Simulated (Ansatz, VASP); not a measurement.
One calculation of Ge, two programs

INCAR

```
PREC = Accurate
ENCUT = 520
EDIFF = 1E-6
ISMEAR = -1
SIGMA = 0.05
LREAL = False
LASPH = True
NELM = 80
ALGO = Normal
ISIF = 2
LWAVE = False
LCHARG = False
GGA = RE
NBANDS = 21
```

The input KPOINTS:

```
regular mesh
0
Gamma
  5 5 5
```

POSCAR

```
Ge
1.0
    0.0000000000      2.8289100000      2.8289100000
    2.8289100000      0.0000000000      2.8289100000
    2.8289100000      2.8289100000      0.0000000000
Ge
2
Direct
    0.7500000000      0.7500000000      0.7500000000
    0.5000000000      0.5000000000      0.5000000000
```

input.yaml

```yaml
crystal:
  lattice:
    - [0.0, 2.82891, 2.82891]
    - [2.82891, 0.0, 2.82891]
    - [2.82891, 2.82891, 0.0]
  atoms:
    - { symbol: Ge, position: [0.75, 0.75, 0.75] }
    - { symbol: Ge, position: [0.5, 0.5, 0.5] }
hamiltonian:
  xc: revpbe
  pseudopotentials: { kind: paw }
kpoints:
  mp_grid: { grid: [5, 5, 5] }
  band_path:
    path:
      - [[0.0, 0.0, 0.0], [0.5, 0.0, 0.5], [0.5, 0.25, 0.75], [0.375, 0.375, 0.75], [0.0, 0.0, 0.0], [0.5, 0.5, 0.5], [0.625, 0.25, 0.625], [0.5, 0.25, 0.75], [0.5, 0.5, 0.5], [0.375, 0.375, 0.75]]
      - [[0.625, 0.25, 0.625], [0.5, 0.0, 0.5]]
    npoints: 14
scf:
  occupations: { method: fermi_dirac, width: 0.05 }
  n_extra_bands: 6
output:
  forces: true
  stress: true
  eigenvalues: true
  fatbands: true
```

Alike in both runs: functional revPBE; k mesh 5 × 5 × 5; occupations fermi-dirac, width 0.05 eV; no spin polarisation.

|  | VASP | Ansatz |
| --- | --- | --- |
| version | VASP 6.6.1 | Ansatz 0.2.0 |
| potentials or method | VASP PAW PBE potentials, release 64 (Ge_d) | Ansatz PAW |
| plane-wave cutoff (eV) | 520 | 420 |
| valence electrons in the cell | 28 | 28 |
| task | single point | band structure |

```csv
,VASP,Ansatz,Ansatz less VASP
gap on the k mesh at the Fermi level (eV),0.12,0.11,-0.013
least direct gap on the mesh (eV),0.12,0.11,-0.013
pressure (GPa),4.9,5.0,+0.18
```

With one functional, cell and mesh, what is left measures potentials, basis and numerics.

Caveats: the PAW data sets were made with another functional, which shifts forces and pressure a little (VASP); an odd mesh through Γ misses points on the zone boundary, where band edges often lie (VASP); the PAW data sets come from PBE, with cores solved anew for the run's functional, which leaves a small shift of forces and pressure (Ansatz).
